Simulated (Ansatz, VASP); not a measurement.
Two plane-wave programs on Au

```
Au
1.0
     0.00000    2.02880    2.02880
     2.02880    0.00000    2.02880
     2.02880    2.02880    0.00000
Au
1
Direct
  0.00000 0.00000 0.00000
```

Alike in both runs: functional LDA; k mesh 8 × 8 × 8; occupations gaussian, width 0.1 eV; no spin polarisation.

Ansatz relaxed the structure, and its values are those at the end. VASP's run is a single point on that final structure, the one shown.

|  | VASP | Ansatz |
| --- | --- | --- |
| version | VASP 6.6.1 | Ansatz 0.2.0 |
| potentials or method | VASP PAW LDA potentials, release 64 (Au) | scalar-relativistic, plane waves, PAW |
| plane-wave cutoff (eV) | 520 | 420 |
| valence electrons in the cell | 11 | 19 |

VASP gave:

```
gap on the k mesh at the Fermi level (eV) : none
pressure (GPa)                            : 0.1
```

Q: What did Ansatz give for the same quantities?

A: gap on the k mesh at the Fermi level (eV): none; pressure (GPa): -0.4.

A gap of «none» marks a metal or a gap that the smearing closes. The two sets of potentials don't hold the same shells in valence.

The runs have no spin-orbit coupling, so splittings on Au are missing.
